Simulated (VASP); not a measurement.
Wanted: the native input for a VASP 6.6.1 run.

| Property | Result |
| --- | --- |
| Task | band structure |
| Functional | PBE |
| Potentials or basis | VASP PAW PBE potentials, release 64 (Ga_d, As) |
| Cutoff | 520 eV |
| k mesh | 6 × 6 × 6 |
| Occupations | gaussian, width 0.03 eV |
| Spin | spin-orbit coupling, no magnetisation |
| Further INCAR settings | ALGO = Normal; EDIFF = 1e-06; NBANDS = 30 |

The structure of GaAs lies in POSCAR:

```
GaAs                                    
1.0
    0.0000000000      2.8313993253      2.8313993253
    2.8313993253      0.0000000000      2.8313993253
    2.8313993253      2.8313993253      0.0000000000
  Ga              As            
     1     1
Direct
     0.0000000000000000    0.0000000000000000    0.0000000000000000
     0.2500000000000000    0.2500000000000000    0.2500000000000000
```

These files were run (other wordings do the same):

INCAR

```
PREC = Accurate ; ENCUT = 520
EDIFF = 1E-6 ; ISMEAR = 0
SIGMA = 0.03 ; LREAL = False
LASPH = True ; NELM = 80
ALGO = Normal ; ISIF = 2
LWAVE = False ; LCHARG = False
MAGMOM = 0 0 0 0 0 0 ; LORBIT = 11
LSORBIT = True ; GGA_COMPAT = False
GGA = PE ; NBANDS = 30
```

KPOINTS

```
regular mesh
0
Gamma
  6 6 6
```

KPOINTS_OPT

```
explicit points
252
Reciprocal
 0.0000000000  0.0000000000  0.0000000000 1
 0.0357142857  0.0000000000  0.0357142857 1
 0.0714285714  0.0000000000  0.0714285714 1
 0.1071428571  0.0000000000  0.1071428571 1
 0.1428571429  0.0000000000  0.1428571429 1
 0.1785714286  0.0000000000  0.1785714286 1
[... 244 lines left out ...]
 0.5111346300  0.0222692700  0.5111346300 1
 0.4888653700 -0.0222692700  0.4888653700 1
```

Potentials or basis: VASP PAW PBE potentials, release 64 (Ga_d, As).

Launch:

```bash
$ cat potpaw_PBE.64/Ga_d/POTCAR potpaw_PBE.64/As/POTCAR > POTCAR
$ mpirun -np 1 vasp_ncl > vasp.out
```

Results of the run:

```json
{"Pressure": "3.1 GPa", "Valence electrons inside the program's atomic spheres": "Ga 11.67; As 2.84"}
```

It took 5.5 min on 1 thread of Intel(R) Xeon(R) Platinum 8488C (Sapphire Rapids) (shared host), peak memory 0.3 GiB.
